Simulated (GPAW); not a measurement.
Set up this calculation in GPAW 26.7.0, as an ASE script.

```
Task                : relaxation of cell and atoms
Functional          : BLYP
Dispersion          : D4
Potentials or basis : PAW data sets generated in the run's folder for this functional
Cutoff              : 600 eV
Basis               : pw
k mesh              : 7 × 7 × 7
Occupations         : fermi-dirac, width 0.05 eV
Spin                : no spin polarisation
Eigensolver         : davidson
Maxiter             : 150
Optimizer           : BFGS
Fmax                : 0.02 eV/Å
Max steps           : 40
```

The structure of Sn lies in Sn.cif:

```cif
data_Sn
_cell_length_a 4.45495439
_cell_length_b 4.45495439
_cell_length_c 4.45495439
_cell_angle_alpha 97.40468633
_cell_angle_beta 97.40468633
_cell_angle_gamma 137.92314353
_space_group_name_H-M_alt 'P1'
_space_group_name_Hall 'P 1'
_space_group_IT_number 1
loop_
_space_group_symop_operation_xyz
'x,y,z'
loop_
_atom_site_label
_atom_site_type_symbol
_atom_site_symmetry_multiplicity
_atom_site_Wyckoff_symbol
_atom_site_fract_x
_atom_site_fract_y
_atom_site_fract_z
_atom_site_occupancy
Sn1 Sn 1 a 0.0000000000 0.0000000000 0.0000000000 1
Sn2 Sn 1 a 0.7500000000 0.2500000000 0.5000000000 1
```

The input as run:

run.py

```python
from ase.calculators.mixing import SumCalculator
from ase.filters import FrechetCellFilter
from ase.io import read, write
from ase.optimize import BFGS
from dftd4.ase import DFTD4
from gpaw import GPAW, PW, setup_paths

setup_paths.insert(0, '.')

atoms = read('Sn.cif')

calc = GPAW(mode=PW(600),
            xc='BLYP',
            kpts={'size': (7, 7, 7), 'gamma': True},
            occupations={'name': 'fermi-dirac', 'width': 0.05},
            nbands=24,
            convergence={'density': 1e-05, 'energy': 1e-05},
            eigensolver='davidson',
            maxiter=150,
            txt='gpaw.txt')
atoms.calc = SumCalculator([calc, DFTD4(method='blyp')])
opt = BFGS(FrechetCellFilter(atoms), trajectory='relax.traj', logfile='-')
done = opt.run(fmax=0.02, steps=40)
calc.write('gs.gpw')
write('result.traj', atoms)
print('Converged:', done)
print('Cell:', atoms.cell.cellpar().round(4))
print('Volume:', round(atoms.get_volume(), 4))
print(atoms.get_scaled_positions().round(5))
```

Potentials or basis: PAW data sets generated in the run's folder for this functional, pw.

Command:

```bash
$ gpaw-setup -f BLYP Sn
$ OMP_NUM_THREADS=1 python run.py
```

Results of the run:

```yaml
Relaxed_volume: 28.21 Å³/atom
Relaxed_cell: a = 4.472 Å, b = 4.472 Å, c = 4.472 Å, α = 97.59°, β = 97.59°, γ = 137.37°
Space_group_after_relaxing_to_0.05_Å: I4_1/amd (No. 141)
Energy_gained_by_relaxing: 2.2 meV/atom
Ionic_steps: 5
Pressure_after_relaxing: 0.0 GPa
Band_gap_on_the_k_mesh: none (metal or under the smearing width)
Dispersion_energy_per_atom: -0.771 eV
```

Caveat: later steps reuse the first step's grids; pairwise dispersion overbinds metals, which lowers pressure and volume.

Wall time 2.4 min on 1 thread of Intel(R) Xeon(R) Platinum 8488C (Sapphire Rapids) (shared host), peak memory 0.28 GiB.
